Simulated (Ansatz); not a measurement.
BN:

```
N B
1.0
     2.50804    0.00000    0.00000
    -1.24671    2.17623    0.00000
    -0.63067   -1.08812    3.02254
N B
1 1
Direct
  0.66851 0.33238 0.98500
  0.97964 0.98350 0.00181
```

The cell comes from a database or a generator and needn't be the stable form of this composition.

Base run:

* Program: Ansatz 0.2.0
* Functional: PBEsol
* Potentials or basis: Ansatz PAW
* Cutoff: 420 eV (not typed: the program's choice for these potentials)
* k mesh: 13 × 13 × 9
* Occupations: fermi-dirac, width 0.05 eV
* Spin: no spin polarisation

Its results: band gap on the k mesh 2.72 eV, indirect (least direct gap 4.47 eV); pressure 1.6 GPa; largest force 2.740 eV/Å.

Task: The run is repeated on the same cell with these changes: functional from PBEsol to PBE. What comes out?

Result: Band gap on the k mesh 2.85 eV, indirect (least direct gap 4.54 eV); pressure 5.0 GPa; largest force 2.729 eV/Å.

PBE binds less tightly than PBEsol, so the same cell stands under more pressure.

Caveats: the k mesh misses the band edges, so the gap on the mesh is wider than the one along the path; forces of over 1 eV/Å show positions far from the minimum, so gaps and moduli don't describe the material at rest; the PAW data sets come from PBE, with cores solved anew for the run's functional, which leaves a small shift of forces and pressure (some runs).
